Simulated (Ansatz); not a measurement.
# Au(111) / 3 layers Ti(0001) / Au(111): resistance against film thickness, part 2 of 2

Wanted: interface resistance and thickness dependence for Au(111) / 3 layers Ti(0001) / Au(111).

Ansatz 0.2.0; Ansatz plane-wave DFT, LDA, PAW files; ballistic transport by layer matching (Landauer), zero bias.

So far. Step 2 (With 3 layers): The lead's potential steps by 5.9 meV from period to period, small in itself. The program estimates the junction's conductance to 12 % from the k-mesh, 0.9 % from the leads' distance from neutral and 4.1 % from their steps.

## 3. With 5 layers, film layers 5

The stack now holds 5 film layers; the k-mesh follows the cell, and the energies span -0.27 to 0.27 eV.

System of this step: Au(111) / 5 layers Ti(0001) / Au(111). The cell holds 13 atoms: 8 Au and 5 Ti. Cell: a = 2.884 Å, b = 2.884 Å, c = 31.096 Å, α = 90.0°, β = 90.0°, γ = 120.0°. It derives from Au and Ti. Regions: lead, 8 atoms (8 Au); films, 5 atoms (5 Ti). The structure is stacked along c, and the current runs across the ab planes.

The input, input.yaml:

```yaml
crystal:
  lattice:
    - [2.8837582304, 0.0, 0.0]
    - [-1.4418791152, 2.4974078859, 0.0]
    - [0.0, 0.0, 31.09601338]
  atoms:
    - { symbol: Au, position: [0.0, 0.0, 0.0378598167] }
    - { symbol: Au, position: [0.3333333333, 0.6666666667, 0.1135794502] }
    - { symbol: Au, position: [0.6666666667, 0.3333333333, 0.1892990837] }
    - { symbol: Au, position: [0.0, 0.0, 0.2650187171] }
    - { symbol: Ti, position: [0.3333333333, 0.6666666667, 0.3423028271] }
    - { symbol: Ti, position: [0.6666666667, 0.3333333333, 0.4211514135] }
    - { symbol: Ti, position: [0.3333333333, 0.6666666667, 0.5] }
    - { symbol: Ti, position: [0.6666666667, 0.3333333333, 0.5788485865] }
    - { symbol: Ti, position: [0.3333333333, 0.6666666667, 0.6576971729] }
    - { symbol: Au, position: [0.6666666667, 0.3333333333, 0.7349812829] }
    - { symbol: Au, position: [0.0, 0.0, 0.8107009163] }
    - { symbol: Au, position: [0.3333333333, 0.6666666667, 0.8864205498] }
    - { symbol: Au, position: [0.6666666667, 0.3333333333, 0.9621401833] }
kpoints:
  mp_grid: { grid: [15, 15, 1] }
hamiltonian:
  xc: lda
scf:
  occupations: { method: fermi_dirac, width: 0.1 }
output:
  transmission:
    leads: [[0, 1]]
    kmesh: [30, 30]
    e_range: [-0.27, 0.27]
    de: 0.036
  write_potential: true
  write_density: true
  volumetric_format: npy
```

Launch:

```bash
ansatz run input.yaml --threads 4 --pin off --max-ram 8192MiB --backend cpu --events-out ev --progress --plain --runs-dir out
```

Numbers of over 12 decimals in the logs are rounded to 6 here.

What it wrote:

```text
[...]
Crystal: 13 atoms, lattice volume = 223.951 Å³
Basis set: ecut = 420 eV, 4387 PW (Γ)
Bands: 128, of which v1, the nominal top of the filled ones, is band 106 counted from 1 (105 counted from 0)
Symmetry: 6 space group operations
[...]
k-points: 27 of 225 (time reversal used)
[...]
--- Transmission ---
  basis      : 61 plane waves across, 46 finite elements along
  points     : 91, standing for a mesh of 30 x 30
[...]
filled         : 25.5 meV over the level at which it is neutral
    channels       : 7.966667e-1 a spin
[...]
slowest decay  : 0.0847 /Å at (0.0667, 0.0000)
  junction   : crystal 0 to crystal 0, 0.70 to 29.44 Å
    transmission   : 8.244923e-2 a spin
[...]
resistance     : 9.6273e-3 Ω µm² beyond half of each lead's own
[key lines of the parts left out:]
SCF converged after 11 iterations
Free energy (F): -115171.464735 eV
Fermi energy:    17.429220 eV
```

The job ended after 71 s (4 threads of Arm Neoverse V2, shared host; peak memory 1.2 GiB).

Numbers from this step:

```
free energy                                                                : -115171.4647 eV
energy at zero smearing                                                    : -115171.3005 eV
Fermi energy                                                               : 17.43 eV
step of the lead's potential                                               : 3.8 meV
conductance of the junction                                                : 9.26e13 S/m²
junction conductance per cell                                              : 0.08608 G₀
estimated errors of the junction's conductance                             : 0.9, 0, 11.3, 8, 5.5 % (energy step, band edges, k-mesh, leads' steps, distance from neutral)
area resistance that the stack adds (contact term taken off, spin by spin) : 9.627 fΩ m²
```

Per spin. The transmission, zone mean by energy, zero at the Fermi level:

| energy (eV) | transmission, zone mean |
| --- | --- |
| -0.270 | 0.154 |
| -0.234 | 0.112 |
| -0.198 | 0.0955 |
| -0.162 | 0.0884 |
| -0.126 | 0.0691 |
| -0.090 | 0.0695 |
| -0.054 | 0.0825 |
| -0.018 | 0.0755 |
| 0.018 | 0.0824 |
| 0.054 | 0.0978 |
| 0.090 | 0.140 |
| 0.126 | 0.187 |
| 0.162 | 0.238 |
| 0.198 | 0.195 |
| 0.234 | 0.210 |
| 0.270 | 0.185 |

The conductance of the junction is 9.3e13 S/m², 53 % under the 2.0e14 S/m² of the last finished run.

## 4. With 6 layers, film layers 6

The stack now holds 6 film layers; the k-mesh follows the cell, and the energies span -0.27 to 0.27 eV.

System of this step: Au(111) / 6 layers Ti(0001) / Au(111). The cell holds 14 atoms: 8 Au and 6 Ti. Its edges and angles: a = 2.884 Å, b = 2.884 Å, c = 33.589 Å, α = 92.5°, β = 87.5°, γ = 120.0°. It derives from Au and Ti. Regions: lead, 8 atoms (8 Au); films, 6 atoms (6 Ti). The structure is stacked along c, and the current runs across the ab planes.

The input, input.yaml:

```yaml
crystal:
  lattice:
    - [2.8837582304, 0.0, 0.0]
    - [-1.4418791152, 2.4974078859, 0.0]
    - [1.4418791152, -0.8324692953, 33.5478900795]
  atoms:
    - { symbol: Au, position: [0.9883024003, 0.0116975997, 0.0350927991] }
    - { symbol: Au, position: [0.2982405342, 0.7017594658, 0.1052783974] }
    - { symbol: Au, position: [0.6081786681, 0.3918213319, 0.1754639956] }
    - { symbol: Au, position: [0.918116802, 0.081883198, 0.2456495939] }
    - { symbol: Ti, position: [0.2275715575, 0.7724284425, 0.3172853275] }
    - { symbol: Ti, position: [0.5365429345, 0.4634570655, 0.3903711965] }
    - { symbol: Ti, position: [0.1788476448, 0.8211523552, 0.4634570655] }
    - { symbol: Ti, position: [0.4878190218, 0.5121809782, 0.5365429345] }
    - { symbol: Ti, position: [0.1301237322, 0.8698762678, 0.6096288035] }
    - { symbol: Ti, position: [0.4390951092, 0.5609048908, 0.6827146725] }
    - { symbol: Au, position: [0.7485498646, 0.2514501354, 0.7543504061] }
    - { symbol: Au, position: [0.0584879985, 0.9415120015, 0.8245360044] }
    - { symbol: Au, position: [0.3684261325, 0.6315738675, 0.8947216026] }
    - { symbol: Au, position: [0.6783642664, 0.3216357336, 0.9649072009] }
kpoints:
  mp_grid: { grid: [15, 15, 1] }
hamiltonian:
  xc: lda
scf:
  occupations: { method: fermi_dirac, width: 0.1 }
output:
  transmission:
    leads: [[0, 1]]
    kmesh: [30, 30]
    e_range: [-0.27, 0.27]
    de: 0.036
  write_potential: true
  write_density: true
  volumetric_format: npy
```

What it wrote:

```text
[...]
--- Transmission ---
  basis      : 61 plane waves across, 49 finite elements along
  points     : 241, standing for a mesh of 30 x 30
[...]
filled         : 26.6 meV over the level at which it is neutral
    channels       : 7.966667e-1 a spin
[...]
slowest decay  : 0.0848 /Å at (-0.0667, 0.0667)
  junction   : crystal 0 to crystal 0, 0.70 to 31.89 Å
    transmission   : 8.309065e-2 a spin
[...]
resistance     : 8.8035e-3 Ω µm² beyond half of each lead's own
[key lines of the parts left out:]
SCF converged after 11 iterations
Free energy (F): -117621.728147 eV
Fermi energy:    17.088401 eV
```

It took 2.9 min on 4 threads; peak memory 1.8 GiB; 11 min of CPU time.

Numbers from this step:

* free energy: -117621.7281 eV
* energy at zero smearing: -117621.5459 eV
* Fermi energy: 17.09 eV
* step of the lead's potential: 7.2 meV
* conductance of the junction: 1.00e14 S/m²
* junction conductance per cell: 0.09319 G₀
* estimated errors of the junction's conductance: 0.3, 0, 12, 15.9, 0.1 % (energy step, band edges, k-mesh, leads' steps, distance from neutral)
* area resistance that the stack adds (contact term taken off, spin by spin): 8.804 fΩ m²

Per spin. The transmission, zone mean by energy, zero at the Fermi level:

```csv
energy (eV),"transmission, zone mean"
-0.270,0.104
-0.234,0.119
-0.198,0.129
-0.162,0.119
-0.126,0.123
-0.090,0.131
-0.054,0.0868
-0.018,0.0848
0.018,0.0831
0.054,0.102
0.090,0.116
0.126,0.182
0.162,0.241
0.198,0.280
0.234,0.384
0.270,0.378
```

The conductance of the junction is 1.0e14 S/m², 8.3 % over the 9.3e13 S/m² of the last finished run, within the error estimates, leads' steps apart, of 11 and 12 %. The estimate from the leads' steps, 16 %, is larger still.

## 5. With 8 layers, film layers 8

The stack now holds 8 film layers; the k-mesh follows the cell, and the energies span -0.27 to 0.27 eV.

System of this step: Au(111) / 8 layers Ti(0001) / Au(111). The cell holds 16 atoms: 8 Au and 8 Ti. Its edges and angles: a = 2.884 Å, b = 2.884 Å, c = 38.488 Å, α = 92.1°, β = 87.9°, γ = 120.0°. It derives from Au and Ti. Regions: lead, 8 atoms (8 Au); films, 8 atoms (8 Ti). The structure is stacked along c, and the current runs across the ab planes.

The input, input.yaml:

```yaml
crystal:
  lattice:
    - [2.8837582304, 0.0, 0.0]
    - [-1.4418791152, 2.4974078859, 0.0]
    - [1.4418791152, -0.8324692953, 38.4516434785]
  atoms:
    - { symbol: Au, position: [0.9897941998, 0.0102058002, 0.0306174005] }
    - { symbol: Au, position: [0.3027159328, 0.6972840672, 0.0918522015] }
    - { symbol: Au, position: [0.6156376659, 0.3843623341, 0.1530870024] }
    - { symbol: Au, position: [0.9285593989, 0.0714406011, 0.2143218034] }
    - { symbol: Ti, position: [0.2410593989, 0.7589406011, 0.2768218034] }
    - { symbol: Ti, position: [0.5531376659, 0.4468623341, 0.3405870024] }
    - { symbol: Ti, position: [0.1985492662, 0.8014507338, 0.4043522015] }
    - { symbol: Ti, position: [0.5106275332, 0.4893724668, 0.4681174005] }
    - { symbol: Ti, position: [0.1560391335, 0.8439608665, 0.5318825995] }
    - { symbol: Ti, position: [0.4681174005, 0.5318825995, 0.5956477985] }
    - { symbol: Ti, position: [0.1135290008, 0.8864709992, 0.6594129976] }
    - { symbol: Ti, position: [0.4256072678, 0.5743927322, 0.7231781966] }
    - { symbol: Au, position: [0.7381072678, 0.2618927322, 0.7856781966] }
    - { symbol: Au, position: [0.0510290008, 0.9489709992, 0.8469129976] }
    - { symbol: Au, position: [0.3639507338, 0.6360492662, 0.9081477985] }
    - { symbol: Au, position: [0.6768724668, 0.3231275332, 0.9693825995] }
kpoints:
  mp_grid: { grid: [15, 15, 1] }
hamiltonian:
  xc: lda
scf:
  occupations: { method: fermi_dirac, width: 0.1 }
output:
  transmission:
    leads: [[0, 1]]
    kmesh: [30, 30]
    e_range: [-0.27, 0.27]
    de: 0.036
  write_potential: true
  write_density: true
  volumetric_format: npy
```

What it wrote:

```text
[...]
Crystal: 16 atoms, lattice volume = 276.926 Å³
Basis set: ecut = 420 eV, 5415 PW (Γ)
Bands: 149, of which v1, the nominal top of the filled ones, is band 124 counted from 1 (123 counted from 0)
Symmetry: 4 space group operations
k-points: 64 of 225
[...]
--- Transmission ---
  basis      : 61 plane waves across, 55 finite elements along
  points     : 241, standing for a mesh of 30 x 30
[...]
filled         : 27.7 meV over the level at which it is neutral
    channels       : 7.966667e-1 a spin
[...]
slowest decay  : 0.0849 /Å at (-0.0667, 0.0667)
  junction   : crystal 0 to crystal 0, 0.70 to 36.80 Å
    transmission   : 4.187413e-2 a spin
[...]
resistance     : 1.7094e-2 Ω µm² beyond half of each lead's own
[key lines of the parts left out:]
SCF converged after 11 iterations
Free energy (F): -122522.230390 eV
Fermi energy:    16.536745 eV
```

The job ended after 3.5 min (4 threads; peak memory 2.2 GiB; 13 min of CPU time).

Numbers from this step:

```yaml
free_energy: -122522.2304 eV
energy_at_zero_smearing: -122522.0052 eV
fermi_energy: 16.54 eV
step_of_the_lead_s_potential: 7 meV
lead_conductance_per_cell: 0.7942 G₀
conductance_of_the_junction: 5.48e13 S/m²
junction_conductance_per_cell: 0.05089 G₀
estimated_errors_of_the_junction_s_conductance: 1.5, 0, 15.1, 21.5, 6.1 % (energy step, band edges, k-mesh, leads' steps, distance from neutral)
area_resistance_that_the_stack_adds_contact_term_taken_off_spin_by_spin: 17.09 fΩ m²
```

Per spin. The transmission, zone mean by energy, zero at the Fermi level:

```csv
energy (eV),"transmission, zone mean"
-0.270,0.104
-0.234,0.106
-0.198,0.104
-0.162,0.0995
-0.126,0.0799
-0.090,0.0572
-0.054,0.0340
-0.018,0.0360
0.018,0.0419
0.054,0.0541
0.090,0.120
0.126,0.183
0.162,0.305
0.198,0.320
0.234,0.308
0.270,0.235
```

The conductance of the junction is 5.5e13 S/m², 45 % under the 1.0e14 S/m² of the last finished run.

## 6. With 10 layers, film layers 10

The stack now holds 10 film layers; the k-mesh follows the cell, and the energies span -0.27 to 0.27 eV.

System of this step: Au(111) / 10 layers Ti(0001) / Au(111). The cell holds 18 atoms: 8 Au and 10 Ti. Its edges and angles: a = 2.884 Å, b = 2.884 Å, c = 43.387 Å, α = 91.9°, β = 88.1°, γ = 120.0°. It derives from Au and Ti. Regions: lead, 8 atoms (8 Au); films, 10 atoms (10 Ti). The structure is stacked along c, and the current runs across the ab planes.

The input, input.yaml:

```yaml
crystal:
  lattice:
    - [2.8837582304, 0.0, 0.0]
    - [-1.4418791152, 2.4974078859, 0.0]
    - [1.4418791152, -0.8324692953, 43.3553968775]
  atoms:
    - { symbol: Au, position: [0.9909485366, 0.0090514634, 0.0271543903] }
    - { symbol: Au, position: [0.3061789431, 0.6938210569, 0.0814631708] }
    - { symbol: Au, position: [0.6214093495, 0.3785906505, 0.1357719514] }
    - { symbol: Au, position: [0.936639756, 0.063360244, 0.190080732] }
    - { symbol: Ti, position: [0.25149613, 0.74850387, 0.24551161] }
    - { symbol: Ti, position: [0.5659784715, 0.4340215285, 0.3020645856] }
    - { symbol: Ti, position: [0.2137941463, 0.7862058537, 0.3586175611] }
    - { symbol: Ti, position: [0.5282764878, 0.4717235122, 0.4151705367] }
    - { symbol: Ti, position: [0.1760921626, 0.8239078374, 0.4717235122] }
    - { symbol: Ti, position: [0.4905745041, 0.5094254959, 0.5282764878] }
    - { symbol: Ti, position: [0.1383901789, 0.8616098211, 0.5848294633] }
    - { symbol: Ti, position: [0.4528725204, 0.5471274796, 0.6413824389] }
    - { symbol: Ti, position: [0.1006881952, 0.8993118048, 0.6979354144] }
    - { symbol: Ti, position: [0.4151705367, 0.5848294633, 0.75448839] }
    - { symbol: Au, position: [0.7300269107, 0.2699730893, 0.809919268] }
    - { symbol: Au, position: [0.0452573171, 0.9547426829, 0.8642280486] }
    - { symbol: Au, position: [0.3604877236, 0.6395122764, 0.9185368292] }
    - { symbol: Au, position: [0.6757181301, 0.3242818699, 0.9728456097] }
kpoints:
  mp_grid: { grid: [15, 15, 1] }
hamiltonian:
  xc: lda
scf:
  occupations: { method: fermi_dirac, width: 0.1 }
output:
  transmission:
    leads: [[0, 1]]
    kmesh: [30, 30]
    e_range: [-0.27, 0.27]
    de: 0.036
  write_potential: true
  write_density: true
  volumetric_format: npy
```

What it wrote:

```text
[...]
Crystal: 18 atoms, lattice volume = 312.242 Å³
Basis set: ecut = 420 eV, 6097 PW (Γ)
Bands: 164, of which v1, the nominal top of the filled ones, is band 136 counted from 1 (135 counted from 0)
Symmetry: 4 space group operations
k-points: 64 of 225
[...]
--- Transmission ---
  basis      : 61 plane waves across, 61 finite elements along
  points     : 241, standing for a mesh of 30 x 30
[...]
filled         : 26.3 meV over the level at which it is neutral
    channels       : 7.966667e-1 a spin
[...]
slowest decay  : 0.0848 /Å at (-0.0667, 0.0667)
  junction   : crystal 0 to crystal 0, 0.70 to 41.70 Å
    transmission   : 4.917301e-2 a spin
[...]
resistance     : 1.6582e-2 Ω µm² beyond half of each lead's own
[key lines of the parts left out:]
SCF converged after 11 iterations
Free energy (F): -127422.732094 eV
Fermi energy:    16.108161 eV
```

Elapsed: 4.3 min, on 4 threads; peak memory 2.7 GiB; 16 min of CPU time.

Numbers from this step:

* free energy: -127422.7321 eV
* energy at zero smearing: -127422.4639 eV
* Fermi energy: 16.11 eV
* lead conductance per cell: 0.7941 G₀
* conductance of the junction: 5.63e13 S/m²
* junction conductance per cell: 0.05236 G₀
* estimated errors of the junction's conductance: 2.2, 0, 15.3, 30.7, 17.5 % (energy step, band edges, k-mesh, leads' steps, distance from neutral)
* area resistance that the stack adds (contact term taken off, spin by spin): 16.58 fΩ m²

Per spin. Transmission, zone mean against energy, zero at the Fermi level:

```csv
energy (eV),"transmission, zone mean"
-0.270,0.0926
-0.234,0.0892
-0.198,0.0868
-0.162,0.0756
-0.126,0.0805
-0.090,0.0356
-0.054,0.0280
-0.018,0.0317
0.018,0.0492
0.054,0.0887
0.090,0.156
0.126,0.148
0.162,0.191
0.198,0.237
0.234,0.288
0.270,0.273
```

The conductance of the junction is 5.6e13 S/m², 2.9 % over the 5.5e13 S/m² of the last finished run, within the error estimates, leads' steps apart, of 15 and 18 %. The estimate from the leads' steps, 31 %, is larger still.

## 7. All levels side by side

Times are for 4 threads of Arm Neoverse V2, shared host. Results by setting:

```
no.  film layers  area resistance that the stack adds (contact term taken off, spin by spin) (fΩ m²)  conductance of the junction (S/m²)     time  memory (GiB)
  1            3                                                                               3.947                             1.95e14  1.8 min          0.94
  2            5                                                                               9.627                             9.26e13     71 s           1.2
  3            6                                                                               8.804                             1.00e14  2.9 min           1.8
  4            8                                                                               17.09                             5.48e13  3.5 min           2.2
  5           10                                                                               16.58                             5.63e13  4.3 min           2.7
```

## 8. With 5 layers

A repeat with a deliberate mistake in the input, to see how the program answers it.

This step: Ansatz plane-wave DFT, LDA, PAW files; ballistic transport by layer matching (Landauer), zero bias; changed: output.transmission.temperature = 0, scf.max_iter = 75 (Ansatz 0.2.0).

System of this step: Au(111) / 5 layers Ti(0001) / Au(111). The cell holds 13 atoms: 8 Au and 5 Ti. Cell: a = 2.884 Å, b = 2.884 Å, c = 31.096 Å, α = 90.0°, β = 90.0°, γ = 120.0°. It derives from Au and Ti. Regions: lead, 8 atoms (8 Au); films, 5 atoms (5 Ti). The structure is stacked along c, and the current runs across the ab planes.

The input, input.yaml:

```yaml
crystal:
  lattice:
    - [2.8837582304, 0.0, 0.0]
    - [-1.4418791152, 2.4974078859, 0.0]
    - [0.0, 0.0, 31.09601338]
  atoms:
    - { symbol: Au, position: [0.0, 0.0, 0.0378598167] }
    - { symbol: Au, position: [0.3333333333, 0.6666666667, 0.1135794502] }
    - { symbol: Au, position: [0.6666666667, 0.3333333333, 0.1892990837] }
    - { symbol: Au, position: [0.0, 0.0, 0.2650187171] }
    - { symbol: Ti, position: [0.3333333333, 0.6666666667, 0.3423028271] }
    - { symbol: Ti, position: [0.6666666667, 0.3333333333, 0.4211514135] }
    - { symbol: Ti, position: [0.3333333333, 0.6666666667, 0.5] }
    - { symbol: Ti, position: [0.6666666667, 0.3333333333, 0.5788485865] }
    - { symbol: Ti, position: [0.3333333333, 0.6666666667, 0.6576971729] }
    - { symbol: Au, position: [0.6666666667, 0.3333333333, 0.7349812829] }
    - { symbol: Au, position: [0.0, 0.0, 0.8107009163] }
    - { symbol: Au, position: [0.3333333333, 0.6666666667, 0.8864205498] }
    - { symbol: Au, position: [0.6666666667, 0.3333333333, 0.9621401833] }
kpoints:
  mp_grid: { grid: [15, 15, 1] }
hamiltonian:
  xc: lda
scf:
  occupations: { method: fermi_dirac, width: 0.1 }
  max_iter: 75
output:
  transmission:
    leads: [[0, 1]]
    kmesh: [30, 30]
    e_range: [-0.27, 0.27]
    de: 0.036
    temperature: 0
  write_potential: true
  write_density: true
  volumetric_format: npy
```

What it wrote:

```text
Error: invalid value for `output.transmission.temperature`: must be finite and ≥ 1.2; got 0 K
```

It took 0.11 s on 4 threads; peak memory 0.087 GiB.

The input was rejected at the start.

The program's message: “Error: invalid value for `output.transmission.temperature`: must be finite and ≥ 1.2; got 0 K”

The change that led to it: output.transmission.temperature = 0.

## 9. Results

```json
{
  "area resistance, 3 layers": "3.95 fΩ m²",
  "area resistance, 5 layers": "9.63 fΩ m²",
  "area resistance, 6 layers": "8.80 fΩ m²",
  "area resistance, 8 layers": "17.1 fΩ m²",
  "area resistance, 10 layers": "16.6 fΩ m²"
}
```

**Reading.** The stack adds 3.9 fΩ m² with 3 layers and 17 fΩ m² with 10. From 5 to 10 layers it grows by 72 %; nothing scatters inside a perfect film, so this is no ohmic growth, and the error estimates, with the leads' steps, cover all of it. With an hcp and an fcc partner, odd and even counts of layers end in unlike stacking at the second interface, which mixes with the effect of thickness. Atoms sit on ideal sites and aren't relaxed. Spin-orbit coupling is left out, which matters for Au. The program's error estimates for the conductances, leads' steps apart, run from 11 to 18 %. The program's estimate of the error from the leads' steps alone runs to 31 %, although the steps are small; only longer leads would test it. Ti(0001) is compressed by 2.2 % in plane to fit Au(111), at its own atomic volume.

[Logs are printed without paths, hosts, clocks, repeated set-up lines and the standing remarks that a program may print on its own settings, such as how far it seeks lower states.]

[Hosts, paths, dates, database ids (printed as entryN), source tags and the programs' standing remarks are cut or masked in the printed files.]
